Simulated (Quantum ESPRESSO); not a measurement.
MnO:

```
CELL_PARAMETERS angstrom
3.32458 0.00000 0.00000
0.00000 3.32458 0.00000
0.00000 0.00000 4.86782
ATOMIC_POSITIONS crystal
Mn 0.00000 0.00000 0.00000
Mn 0.50000 0.50000 0.00000
O 0.50000 0.00000 0.26700
O 0.00000 0.50000 0.73300
```

The cell was built by a generator and needn't be a form met in nature.

Base run:

```yaml
Program: Quantum ESPRESSO 7.5
Functional: PBEsol
Potentials_or_basis: GBRV 1.5 PBEsol
Cutoff: 612 eV
Density_cutoff: 4898 eV
k_mesh: 6 × 6 × 4
Occupations: gaussian, width 0.05 eV
Spin: collinear spin, antiferromagnetic start
Starting_moments: "[5.0, -5.0, 0.0, 0.0] μB"
Hubbard_terms: Mn d U = 3 eV
```

Its results: band gap on the k mesh 0.92 eV, direct; pressure 4.9 GPa; net moment 0.00 μB per cell; site moments Mn +3.61, -3.61; O -0.00 μB; largest force 2.911 eV/Å.

Problem. After a change of settings the same cell gave: band gap on the k mesh 0.77 eV, direct; pressure 0.2 GPa; net moment 0.00 μB per cell; site moments Mn +3.48, -3.48; O +0.00 μB; largest force 3.075 eV/Å. Which change was it?
A. hubbard terms from Mn d U = 3 eV to Mn d U = 2 eV
B. hubbard terms from Mn d U = 3 eV to none
C. hubbard terms from Mn d U = 3 eV to Mn d U = 8 eV

Solution. A.

Caveats: forces of over 1 eV/Å show positions far from the minimum, so gaps and moduli don't describe the material at rest.
